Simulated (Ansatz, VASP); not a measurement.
Two plane-wave programs on InSe

```xyz
4
Lattice="2.0000 1.1547 8.4400 -2.0000 1.1547 8.4400 0.0000 -2.3094 8.4400" Properties=species:S:1:pos:R:3 pbc="T T T"
In    0.0000    0.0000   22.4994
In    0.0000    0.0000    0.0000
Se    0.0000    0.0000    4.3525
Se    0.0000    0.0000    9.7102
```

Alike in both runs: task single point; functional PBE; k mesh 8 × 8 × 8; occupations gaussian, width 0.012 eV; no spin polarisation.

```csv
,VASP,Ansatz
version,VASP 6.6.1,Ansatz 0.2.0
potentials or method,"VASP PAW PBE potentials, release 64 (In_d, Se)",Ansatz PAW
plane-wave cutoff (eV),520,420
valence electrons in the cell,38,58
```

```tsv
	VASP	Ansatz	Ansatz less VASP
gap on the k mesh at the Fermi level (eV)	0.43	0.44	+0.013
least direct gap on the mesh (eV)	0.43	0.44	+0.013
pressure (GPa)	2.8	2.7	-0.05
largest component of the traceless stress (GPa)	0.80	0.80	-0.004
rms of the force components (eV/Å)	0.187	0.178	-0.0089
```

Atom by atom the forces differ by 0.009 eV/Å (rms over components). With one functional, cell and mesh, what is left measures potentials, basis and numerics. The two sets of potentials don't hold the same shells in valence.

Caveats: spin-orbit coupling is left out, which moves the levels of the heavy elements. A k mesh can miss the band edges. A hybrid or GW would open this gap; PBE tends to underestimate it.
